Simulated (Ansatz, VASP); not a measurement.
I in VASP and in Ansatz

```
I
1.0
     2.38402   -1.37641    3.90047
     0.00000    2.75283    3.90047
    -2.38402   -1.37641    3.90047
I
2
Direct
  0.25000 0.25000 0.25000
  0.75000 0.75000 0.75000
```

Alike in both runs: functional PBE; k mesh 11 × 11 × 11; occupations fermi-dirac, width 0.1 eV; no spin polarisation.

Ansatz relaxed the structure, and its values are those at the end. VASP's run is a single point on that final structure, the one shown.

|  | VASP | Ansatz |
| --- | --- | --- |
| version | VASP 6.6.1 | Ansatz 0.2.0 |
| potentials or method | VASP PAW PBE potentials, release 64 (I) | PAW with Ansatz's default frozen-core files, scalar-relativistic |
| plane-wave cutoff (eV) | 520 | 420 |
| valence electrons in the cell | 14 | 34 |

|  | VASP | Ansatz | Ansatz less VASP |
| --- | --- | --- | --- |
| pressure (GPa) | 2.3 | 2.3 | +0.03 |

With one functional, cell and mesh, what is left measures potentials, basis and numerics. The two sets of potentials don't hold the same shells in valence. Ansatz warned: «structure_snapped_to_symmetry».

The runs have no spin-orbit coupling, so splittings on I are missing.
